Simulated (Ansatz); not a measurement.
**Is this Ti structure stable?**

The cell was reached from a generator's guess, though it ends in a space group that the Crystallography Open Database lists for this formula.

Computed with Ansatz, DFT PBE, scalar-relativistic, plane waves, PAW. Plane waves to 420 eV, a 24×24×24 mesh through Γ for the 1-atom cell and 0.10 eV Gaussian smearing; no spin polarisation.

Space group Fm-3m (No. 225). a = 4.112 Å, b = 4.112 Å, c = 4.112 Å, α = 90.00°, β = 90.00°, γ = 90.00°
```
atom  site  symmetry       x       y       z
  Ti    4a      m-3m  0.0000  0.0000  0.0000
```

Energies count from the standard state of Ti at the same level.

Task: These tests were run: random kick, then relaxation without symmetry; elastic tensor. What do they show?

Result:

| test | result |
| --- | --- |
| random kick, then relaxation without symmetry | returns |
| elastic tensor | least eigenvalue 18 GPa |

It fails none of these tests outright. Whether a mixture of other phases lies lower isn't tested here. Phonons away from Γ weren't computed. Undecided: elastic tensor (its constants aren't firm against mesh and strain step).

The kick test ran on a coarse mesh. The run for the elastic tensor used a 24×24×24 k mesh and Fermi–Dirac smearing of 0.15 eV.
